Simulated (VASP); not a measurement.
# RbBr (I4/mmm) in VASP: a series of runs

Aim: see how the results for RbBr move with the level of theory and the settings. Levels: HSE06, r2SCAN. Tasks: single point.

Everything below comes from runs of VASP 6.6.1. Logs are shortened: lines on timing, memory, paths and dates and some standing lists are left out, and cuts for length are marked.

## 1. The cell of the first run

Symmetry: I4/mmm, No. 139, tetragonal system. Conventional cell: a = 4.622 Å, b = 4.622 Å, c = 6.922 Å, α = 90.00°, β = 90.00°, γ = 90.00°. Rb (site symmetry 4/mmm) is surrounded by 6 Br at 3.27 to 3.46 Å. Br (site symmetry 4/mmm) is surrounded by 6 Rb at 3.27 to 3.46 Å.

The cell was built by a generator and needn't be a form met in nature.

## 2. Single point, HSE06 (biaxial_xy strain -5.6%)

Contents of POSCAR:

```
RbBr
1.0
    0.0000000000      3.2680580775      3.4608260907
    3.2680580775      0.0000000000      3.4608260907
    3.2680580775      3.2680580775      0.0000000000
Rb Br
1 1
Direct
    0.0000000000      0.0000000000      0.0000000000
    0.5000000000      0.5000000000      0.5000000000
```

Contents of INCAR.step1:

```
SYSTEM = RbBr
ALGO     = Normal         ! electronic algorithm
EDIFF    = 1E-5           ! SCF threshold, eV
ENCUT    = 520            ! plane-wave cutoff, eV
GGA      = PE             ! functional
ISIF     = 2              ! what is computed and relaxed
ISMEAR   = 0              ! smearing method
LASPH    = .TRUE.         ! aspherical terms in the spheres
LCHARG   = .FALSE.        ! write CHGCAR
LREAL    = .FALSE.        ! projectors in reciprocal space
LWAVE    = .TRUE.         ! write WAVECAR
NBANDS   = 15             ! bands
NELM     = 100            ! most SCF steps
PREC     = Accurate       ! precision mode
SIGMA    = 0.01           ! smearing width, eV
```

Contents of INCAR.step2:

```
SYSTEM = RbBr
ALGO     = Normal         ! electronic algorithm
EDIFF    = 1E-6           ! SCF threshold, eV
ENCUT    = 520            ! plane-wave cutoff, eV
GGA      = PE             ! functional
HFSCREEN = 0.2079         ! screening, 1/A
ISIF     = 2              ! what is computed and relaxed
ISMEAR   = 0              ! smearing method
ISTART   = 1            
LASPH    = .TRUE.         ! aspherical terms in the spheres
LCHARG   = .FALSE.        ! write CHGCAR
LHFCALC  = .TRUE.         ! exact exchange
LREAL    = .FALSE.        ! projectors in reciprocal space
LWAVE    = .FALSE.        ! write WAVECAR
NBANDS   = 15             ! bands
NELM     = 100            ! most SCF steps
PREC     = Accurate       ! precision mode
PRECFOCK = Normal       
SIGMA    = 0.01           ! smearing width, eV
```

Contents of KPOINTS:

```
k-points
0
G
  4 4 4
  0 0 0
```

Potentials or basis: VASP PAW PBE potentials, release 64 (Rb_sv, Br).

Run with:

```console
$ cat potpaw_PBE.64/Rb_sv/POTCAR potpaw_PBE.64/Br/POTCAR > POTCAR
$ cp INCAR.step1 INCAR
$ mpirun -np 1 vasp_std > vasp.out
$ cp INCAR.step2 INCAR
$ mpirun -np 1 vasp_std > vasp.out
```

OUTCAR:

```text
SYSTEM = RbBr
   EDIFF = 1E-6
   ENCUT = 520
   GGA = PE
   HFSCREEN = 0.2079
   ISIF = 2
   ISMEAR = 0
   ISTART = 1
   LASPH = .TRUE.
   LHFCALC = .TRUE.
   LREAL = .FALSE.
   NELM = 100
   PREC = Accurate
   PRECFOCK = Normal

 ion  position               nearest neighbor table
   1  0.000  0.000  0.000-   2 3.27   2 3.27   2 3.27   2 3.27   2 3.46   2 3.46
   2  0.500  0.500  0.500-   1 3.27   1 3.27   1 3.27   1 3.27   1 3.46   1 3.46

  LATTYP: Found a body centered tetragonal cell.
 ALAT       =     4.6217320558
 C/A-ratio  =     1.4976316450

  Lattice vectors:

 A1 = (  -3.2680580775,   0.0000000000,   3.4608260907)
 A2 = (   3.2680580775,   0.0000000000,   3.4608260907)
 A3 = (   0.0000000000,   3.2680580775,  -3.4608260907)

Analysis of symmetry for initial positions (statically):
=====================================================================
 Subroutine PRICEL returns:
 Original cell was already a primitive cell.

 Routine SETGRP: Setting up the symmetry group for a
 body centered tetragonal supercell.

 Subroutine GETGRP returns: Found 16 space group operations
 (whereof 16 operations were pure point group operations)
 out of a pool of 16 trial point group operations.

The static configuration has the point symmetry D_4h.

Analysis of symmetry for dynamics (positions and initial velocities):
=====================================================================
 Subroutine PRICEL returns:
 Original cell was already a primitive cell.

 Routine SETGRP: Setting up the symmetry group for a
 body centered tetragonal supercell.

 Subroutine GETGRP returns: Found 16 space group operations
 (whereof 16 operations were pure point group operations)
 out of a pool of 16 trial point group operations.

The dynamic configuration has the point symmetry D_4h.

 Subroutine INISYM returns: Found 16 space group operations
 (whereof 16 operations are pure point group operations),
 and found     1 'primitive' translations

----------------------------------------------------------------------------------------

                                     Primitive cell

  volume of cell :      73.9247

  direct lattice vectors                    reciprocal lattice vectors
     0.000000000  3.268058078  3.460826091    -0.152996057  0.152996057  0.144474177
     3.268058078  0.000000000  3.460826091     0.152996057 -0.152996057  0.144474177
     3.268058078  3.268058078  0.000000000     0.152996057  0.152996057 -0.144474177

  length of vectors
     4.759991684  4.759991684  4.621732056     0.260169896  0.260169896  0.260169896

  position of ions in fractional coordinates (direct lattice)
     0.000000000  0.000000000  0.000000000
     0.500000000  0.500000000  0.500000000

  ion indices of the primitive-cell ions
   primitive index   ion index
                 1           1
                 2           2

----------------------------------------------------------------------------------------

 KPOINTS: k-points

Automatic generation of k-mesh.
 Grid dimensions read from file:
 generate k-points for:    4    4    4

 Generating k-lattice:

  Cartesian coordinates                     Fractional coordinates (reciprocal lattice)
    -0.038249014  0.038249014  0.036118544     0.250000000  0.000000000  0.000000000
     0.038249014 -0.038249014  0.036118544     0.000000000  0.250000000  0.000000000
     0.038249014  0.038249014 -0.036118544     0.000000000  0.000000000  0.250000000

  Length of vectors
     0.065042474  0.065042474  0.065042474

  Shift w.r.t. Gamma in fractional coordinates (k-lattice)
     0.000000000  0.000000000  0.000000000

 Subroutine IBZKPT returns following result:
 ===========================================

 Found     13 irreducible k-points:

 Following reciprocal coordinates:
            Coordinates               Weight
  0.000000  0.000000  0.000000      1.000000
  0.250000  0.000000  0.000000      8.000000
  0.500000  0.000000  0.000000      4.000000
  0.250000  0.250000  0.000000      2.000000
  0.500000  0.250000  0.000000      8.000000
 -0.250000  0.250000  0.000000      4.000000
  0.500000  0.500000  0.000000      1.000000
  0.250000  0.000000  0.250000      4.000000
  0.500000  0.000000  0.250000     16.000000
 -0.250000  0.000000  0.250000      8.000000
 -0.250000  0.500000  0.250000      4.000000
  0.500000  0.000000  0.500000      2.000000
 -0.250000  0.250000  0.500000      2.000000
   k-points           NKPTS =     13   k-points in BZ     NKDIM =     64   number of bands    NBANDS=     15
   number of dos      NEDOS =    301   number of ions     NIONS =      2
   total plane-waves  NPLWV =  46656
   dimension x,y,z NGX =    36 NGY =   36 NGZ =   36
   dimension x,y,z NGXF=    72 NGYF=   72 NGZF=   72
   ions per type =               1   1
   NGX,Y,Z   is equivalent  to a cutoff of  12.57, 12.57, 12.95 a.u.
   NGXF,Y,Z  is equivalent  to a cutoff of  25.15, 25.15, 25.90 a.u.
 SYSTEM =  RbBr
   PREC   = accura    normal or accurate (medium, high low for compatibility)
   ISTART =      1    job   : 0-new  1-cont  2-samecut
   ICHARG =      0    charge: 1-file 2-atom 10-const
   ISPIN  =      1    spin polarized calculation?
   LNONCOLLINEAR =      F non collinear calculations
   LSORBIT =      F    spin-orbit coupling
   LASPH  =      T    aspherical Exc in radial PAW
   ENCUT  =  520.0 eV  38.22 Ry    6.18 a.u.   8.85  8.85  8.59*2*pi/ulx,y,z
   NELM   =    100;   NELMIN=  2; NELMDL=  0     # of ELM steps
   EDIFF  = 0.1E-05   stopping-criterion for ELM
   LREAL  =      F    real-space projection
   EDIFFG = 0.1E-04   stopping-criterion for IOM
   NSW    =      0    number of steps for IOM
   IBRION =     -1    ionic relax: 0-MD 1-quasi-New 2-CG
   NFREE  =      0    steps in history (QN), initial steepest desc. (CG)
   ISIF   =      2    stress and relaxation
   ISYM   =      3    0-nonsym 1-usesym 2-fastsym
   POTIM  = 0.5000    time-step for ionic-motion
   TEBEG  =    0.0;   TEEND  =   0.0 temperature during run
   PSTRESS=    0.0 pullay stress
   NELECT =      16.0000    total number of electrons
   NUPDOWN=      -1.0000    fix difference up-down
   EMIN   =  10.00;   EMAX   =-10.00  energy-range for DOS
   EFERMI =   0.00;   METHOD = LEGACY
   ISMEAR =     0;   SIGMA  =   0.01  broadening in eV -4-tet -1-fermi 0-gaus
   EFERMI_NEDOS =   21; number of points for ismear=-14 and -15
   IALGO  =     38    algorithm
   IMIX   =      1    mixing-type and parameters
     AMIX     =   0.40;   BMIX     =  1.00
     AMIX_MAG =   1.60;   BMIX_MAG =  1.00
  volume/ion in A,a.u.               =      36.96       249.43
  Fermi-wavevector in a.u.,A,eV,Ry     =   0.982920  1.857450 13.145033  0.966133
  Thomas-Fermi vector in A             =   2.114039
   LORBIT       =      0    0 simple, 1 ext, 2 COOP (PROOUT), +10 PAW based schemes
   GGA     = PE    functional components
   LHFCALC =     T    Hartree Fock is set to
   PRECFOCK=normal    Normal, Fast or Accurate (Low or Medium for compatibility)
   ENCUT4O =  -1.0   cutoff for four orbital integrals eV
   NKREDX  =     1    reduce k-point grid by
   NKREDY  =     1    reduce k-point grid by
   NKREDZ  =     1    reduce k-point grid by
   AEXX    =    0.2500 exact exchange contribution
   HFSCREEN=    0.2079 screening length (either q_TF or 0.3 A-1)
   HFSCREENC=   0.2079 screening length for correlation (either q_TF or 0.3 A-1)
   ENCUTFOCK=  -1.0 apply spherical cutoff to Coloumb kernel
   IVDW    =     0    specifies the selected vdW correction
   LEPSILON=     F    determine dielectric tensor
   LRPA    =     F    only Hartree local field effects (RPA)
 non-spin polarized calculation
 Gauss-broadening in eV      SIGMA  =   0.01
  energy-cutoff  :      520.00
  volume of cell :       73.92
 maximum number of plane-waves:      2012
  NGX = 28; NGY = 28; NGZ = 28

 number of electron      15.9999999 magnetization

 Free energy of the ion-electron system (eV)
  ---------------------------------------------------
  ext. energy  EPLUGINS =         0.00000000
  ---------------------------------------------------
  free energy    TOTEN  =        -6.97620617 eV

  energy without entropy =       -6.97620617  energy(sigma->0) =       -6.97620617

 E-fermi :  -2.1587     XC(G=0):  -6.3467

 val. band max:       -2.2504538975   @ k =   0.0000   0.0000   0.0000
 cond. band min:       3.4677163964   @ k =   0.0000   0.0000   0.0000
 fundamental gap:      5.7181702939
 Fermi energy:        -2.1586939023

 k-point     1 :       0.0000    0.0000    0.0000
  band No.  band energies     occupation
      1     -28.2008      2.00000
      2     -15.5929      2.00000
      3     -11.1371      2.00000
      4     -11.1371      2.00000
      5     -11.1102      2.00000
      6      -2.3414      2.00000
      7      -2.2505      2.00000
      8      -2.2505      2.00000
      9       3.4677      0.00000
     10       6.0368      0.00000
     11       6.4134      0.00000
     12       6.4134      0.00000
     13       7.1834      0.00000
     14       7.4773      0.00000
     15      10.0687      0.00000

 k-point     2 :       0.2500    0.0000    0.0000
  band No.  band energies     occupation
      1     -28.1923      2.00000
      2     -15.6310      2.00000
      3     -11.1284      2.00000
      4     -11.1276      2.00000
      5     -11.0730      2.00000
      6      -2.9485      2.00000
      7      -2.5392      2.00000
      8      -2.5150      2.00000
      9       4.8313      0.00000
     10       6.1691      0.00000
     11       7.0163      0.00000
     12       7.2071      0.00000
     13       8.2082      0.00000
     14       8.5763      0.00000
     15      11.9953      0.00000
[... 167 lines left out ...]
      3     -11.4163      2.00000
      4     -11.2775      2.00000
      5     -11.2038      2.00000
      6      -2.7451      2.00000
      7      -2.5149      2.00000
      8      -2.4406      2.00000
      9       4.3549      0.00000
     10       6.5021      0.00000
     11       8.6021      0.00000
     12       8.6721      0.00000
     13       9.0446      0.00000
     14      10.0010      0.00000
     15      10.6672      0.00000

 k-point    13 :      -0.2500    0.2500    0.5000
  band No.  band energies     occupation
      1     -28.1775      2.00000
      2     -15.5404      2.00000
      3     -11.3470      2.00000
      4     -11.3470      2.00000
      5     -11.1149      2.00000
      6      -2.8236      2.00000
      7      -2.6200      2.00000
      8      -2.6200      2.00000
      9       5.9304      0.00000
     10       5.9304      0.00000
     11       7.8240      0.00000
     12       8.2770      0.00000
     13      10.1688      0.00000
     14      10.1921      0.00000
     15      10.7054      0.00000

------------------------ aborting loop because EDIFF is reached ----------------------------------------

  FORCE on cell =-STRESS in cart. coord.  units (eV):
  Direction    XX          YY          ZZ          XY          YZ          ZX
  --------------------------------------------------------------------------------------
  -------------------------------------------------------------------------------------
  Total        1.6432581      1.6432581      0.4135035      0.0000000      0.0000000      0.0000000
  in kB       35.6145164     35.6145164      8.9619069      0.0000000      0.0000000      0.0000000
  external PRESSURE =      26.7303132 kB  Pullay stress =       0.0000000 kB

 VOLUME and BASIS-vectors are now :
 -----------------------------------------------------------------------------
  energy-cutoff  :      520.00
  volume of cell :       73.92
      direct lattice vectors                 reciprocal lattice vectors
     0.000000000  3.268058078  3.460826091    -0.152996057  0.152996057  0.144474177
     3.268058078  0.000000000  3.460826091     0.152996057 -0.152996057  0.144474177
     3.268058078  3.268058078  0.000000000     0.152996057  0.152996057 -0.144474177

 POSITION                                       TOTAL-FORCE (eV/Angst)
 -----------------------------------------------------------------------------------
      0.00000      0.00000      0.00000         0.000000     -0.000000     -0.000000
      3.26806      3.26806      3.46083        -0.000000      0.000000      0.000000
 -----------------------------------------------------------------------------------
    total drift:                               -0.000000      0.000000     -0.000000

  FREE ENERGIE OF THE ION-ELECTRON SYSTEM (eV)
  ---------------------------------------------------
  free  energy   TOTEN  =        -6.9762061746 eV

  energy  without entropy=       -6.9762061746  energy(sigma->0) =       -6.97620617
```

Wall time 9.3 min (1 thread of Intel Xeon Platinum 8488C (Sapphire Rapids), shared host); peak memory 0.32 GiB.

Results:

| Quantity | Value |
| --- | --- |
| Free energy | -6.9762 eV |
| Pressure | 2.7 GPa |
| Band gap on the k mesh | 5.72 eV, direct |

Levels at points of the mesh, in eV from the valence-band top:
```csv
k point,band 4,band 5,band 6,band 7,band 8,band 9,band 10,band 11,band 12,band 13
"(0.00, 0.00, 0.00)",-8.89,-8.86,-0.09,0.00,0.00,5.72,8.29,8.66,8.66,9.43
"(0.50, 0.00, 0.00)",-8.87,-8.76,-1.23,-0.51,-0.49,8.15,9.24,11.16,11.18,11.54
"(0.50, 0.50, 0.00)",-8.97,-8.97,-0.65,-0.15,-0.15,6.67,8.74,10.69,10.74,11.21
"(0.50, 0.00, 0.50)",-9.03,-8.95,-0.49,-0.26,-0.19,6.61,8.75,10.85,10.92,11.30
```

Caveat: the PAW data sets were made with another functional, which shifts forces and pressure a little.

(Continued in part 2 of 2.)
